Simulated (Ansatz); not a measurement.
# fcc against bcc along group 11 and 12

Method: DFT, LDA (PW92), plane waves (420 eV) with PAW, scalar-relativistic (Ansatz 0.2.0). The PAW files were generated under PBE, with cores re-solved for the functional.

Each structure is relaxed within its symmetry, in the lowest magnetic state of the tried starts. Differences under about 8 meV lie within the error of the k-point mesh.

| element | E(fcc) − E(bcc) (meV/atom) | V(fcc) (Å³/atom) | V(bcc) (Å³/atom) | state of fcc | state of bcc |
| --- | --- | --- | --- | --- | --- |
| Cu | -40 | 10.88 | 10.93 | spin not included | spin not included |
| Ag | -39 | 15.99 | 16.12 | spin not included | spin not included |
| Au | -23 | 16.56 | 16.59 | spin not included | spin not included |
| Zn | -73 | 13.56 | 13.67 | spin not included | spin not included |
| Cd | -69 | 19.96 | 20.32 | spin not included | spin not included |
| Hg | ? | ? | ? | ? | ? |

**Question.** Fill in the row of Hg.

**Answer.** E(fcc) − E(bcc) (meV/atom): 3; V(fcc) (Å³/atom): 22.03; V(bcc) (Å³/atom): 22.45; state of fcc: spin not included; state of bcc: spin not included.
